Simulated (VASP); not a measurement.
# Al (P6_3/mmc) in VASP: notebook, part 2 of 2

VASP 6.6.1.

## 5. Single point, PBEsol

This run uses another cell than the first one, of the same volume but with other edges.

INCAR reads:

```
SYSTEM = Al
PREC = Accurate
ENCUT = 520
EDIFF = 1E-6
ISMEAR = 0
SIGMA = 0.15
LREAL = .FALSE.
LASPH = .TRUE.
NELM = 100
ALGO = Fast
ISIF = 2
LWAVE = .FALSE.
LCHARG = .FALSE.
GGA = PS
NBANDS = 10
```

KPOINTS reads:

```
Automatic mesh
0
G
  21 21 12
  0 0 0
```

POSCAR reads:

```
Al
1.0
    2.9690168435      0.0000000000      0.0000000000
   -1.4845084217      2.5712440107      0.0000000000
    0.0000000000      0.0000000000      4.3671077923
Al
2
Direct
    0.6666666667      0.3333333333      0.7500000000
    0.3333333333      0.6666666667      0.2500000000
```

Potentials or basis: VASP PAW PBE potentials, release 64 (Al).

Started as:

```console
> cat potpaw_PBE.64/Al/POTCAR > POTCAR
> mpirun -np 1 vasp_std > vasp.out
```

OUTCAR:

```text
SYSTEM = Al
   PREC = Accurate
   ENCUT = 520
   EDIFF = 1E-6
   ISMEAR = 0
   LREAL = .FALSE.
   LASPH = .TRUE.
   NELM = 100
   ISIF = 2
   GGA = PS

 ion  position               nearest neighbor table
   1  0.667  0.333  0.750-   2 2.78   2 2.78   2 2.78   2 2.78   2 2.78   2 2.78
   2  0.333  0.667  0.250-   1 2.78   1 2.78   1 2.78   1 2.78   1 2.78   1 2.78

  LATTYP: Found a hexagonal cell.
 ALAT       =     2.9690168435
 C/A-ratio  =     1.4708935727

  Lattice vectors:

 A1 = (   2.9690168435,   0.0000000000,   0.0000000000)
 A2 = (  -1.4845084217,   2.5712440107,   0.0000000000)
 A3 = (   0.0000000000,   0.0000000000,   4.3671077923)

Analysis of symmetry for initial positions (statically):
=====================================================================
 Subroutine PRICEL returns:
 Original cell was already a primitive cell.

 Routine SETGRP: Setting up the symmetry group for a
 hexagonal supercell.

 Subroutine GETGRP returns: Found 24 space group operations
 (whereof 12 operations were pure point group operations)
 out of a pool of 24 trial point group operations.

The static configuration has the point symmetry D_3d.
 The point group associated with its full space group is D_6h.

Analysis of symmetry for dynamics (positions and initial velocities):
=====================================================================
 Subroutine PRICEL returns:
 Original cell was already a primitive cell.

 Routine SETGRP: Setting up the symmetry group for a
 hexagonal supercell.

 Subroutine GETGRP returns: Found 24 space group operations
 (whereof 12 operations were pure point group operations)
 out of a pool of 24 trial point group operations.

The dynamic configuration has the point symmetry D_3d.
 The point group associated with its full space group is D_6h.

 Subroutine INISYM returns: Found 24 space group operations
 (whereof 12 operations are pure point group operations),
 and found     1 'primitive' translations

[... 123 lines left out ...]
   LEPSILON=     F    determine dielectric tensor
   LRPA    =     F    only Hartree local field effects (RPA)
 non-spin polarized calculation
 RMM-DIIS sequential band-by-band and
 Gauss-broadening in eV      SIGMA  =   0.15
  energy-cutoff  :      520.00
  volume of cell :       33.34
 maximum number of plane-waves:       934
 NGX is ok and might be reduce to    24

 number of electron       6.0000000 magnetization

 Free energy of the ion-electron system (eV)
  ---------------------------------------------------
  ext. energy  EPLUGINS =         0.00000000
  ---------------------------------------------------
  free energy    TOTEN  =        -8.06407176 eV

  energy without entropy =       -8.05480345  energy(sigma->0) =       -8.05943760

 E-fermi :   7.8244     XC(G=0): -10.2158

 val. band max:        7.7994893206   @ k =   0.3810   0.0476   0.3333
 cond. band min:       7.8321588199   @ k =   0.3810   0.1905   0.1667
 fundamental gap:      0.0326694992
 Fermi energy:         7.8244199986

 k-point     1 :       0.0000    0.0000    0.0000
  band No.  band energies     occupation
      1      -3.2261      2.00000
      2       3.9277      2.00000
      3       4.7879      2.00000
      4      16.6429      0.00000
      5      16.6429      0.00000
      6      17.4461      0.00000
      7      17.4461      0.00000
      8      20.1650      0.00000
      9      20.2861      0.00000
     10      22.5671      0.00000
[... 287 lines left out ...]
 k-point    24 :       0.1905    0.0952    0.0000
  band No.  band energies     occupation
      1      -1.8140      2.00000
      2       5.2278      2.00000
      3       6.1136      2.00000
      4       9.5277      0.00000
      5      11.4182      0.00000
      6      15.8900      0.00000
      7      16.7540      0.00000
      8      17.8136      0.00000
      9      18.2879      0.00000
     10      18.8557      0.00000

 [... further k-points ...]

------------------------ aborting loop because EDIFF is reached ----------------------------------------

  FORCE on cell =-STRESS in cart. coord.  units (eV):
  Direction    XX          YY          ZZ          XY          YZ          ZX
  --------------------------------------------------------------------------------------
  -------------------------------------------------------------------------------------
  Total       -0.5951013     -0.5951013      0.8467414     -0.0000000      0.0000000      0.0000000
  in kB      -28.5990519    -28.5990519     40.6922318     -0.0000000      0.0000000      0.0000000
  external PRESSURE =      -5.5019573 kB  Pullay stress =       0.0000000 kB

 VOLUME and BASIS-vectors are now :
 -----------------------------------------------------------------------------
  energy-cutoff  :      520.00
  volume of cell :       33.34
      direct lattice vectors                 reciprocal lattice vectors
     2.969016843  0.000000000  0.000000000     0.336811831  0.194458401  0.000000000
    -1.484508422  2.571244011  0.000000000     0.000000000  0.388916803  0.000000000
     0.000000000  0.000000000  4.367107792     0.000000000  0.000000000  0.228984501

 POSITION                                       TOTAL-FORCE (eV/Angst)
 -----------------------------------------------------------------------------------
      1.48451      0.85708      3.27533         0.000000     -0.000000      0.000000
     -0.00000      1.71416      1.09178        -0.000000      0.000000      0.000000
 -----------------------------------------------------------------------------------
    total drift:                                0.000000     -0.000000      0.000000

  FREE ENERGIE OF THE ION-ELECTRON SYSTEM (eV)
  ---------------------------------------------------
  free  energy   TOTEN  =        -8.0640717564 eV

  energy  without entropy=       -8.0548034523  energy(sigma->0) =       -8.05943760
```

Wall time 38 s (1 thread of Intel Xeon Platinum 8488C (Sapphire Rapids), shared host); peak memory 0.2 GiB.

What came out:

```yaml
Free_energy: -8.0641 eV
Pressure: -0.6 GPa
Band_gap_on_the_k_mesh: none (metal or under the smearing width)
```

Stress tensor (GPa, compression positive):
```
-2.86  0.00  0.00
 0.00 -2.86  0.00
 0.00  0.00  4.07
```

Levels at points of the mesh, in eV from the Fermi level:
| k point | band 1 | band 2 | band 3 | band 4 | band 5 | band 6 | band 7 | band 8 |
| --- | --- | --- | --- | --- | --- | --- | --- | --- |
| (0.00, 0.00, 0.00) | -11.05 | -3.90 | -3.04 | 8.82 | 8.82 | 9.62 | 9.62 | 12.34 |
| (0.00, 0.00, 0.50) | -9.12 | -9.12 | 5.49 | 5.49 | 10.38 | 10.38 | 10.38 | 10.38 |

Caveat: the PAW data sets were made with another functional, which shifts forces and pressure a little.
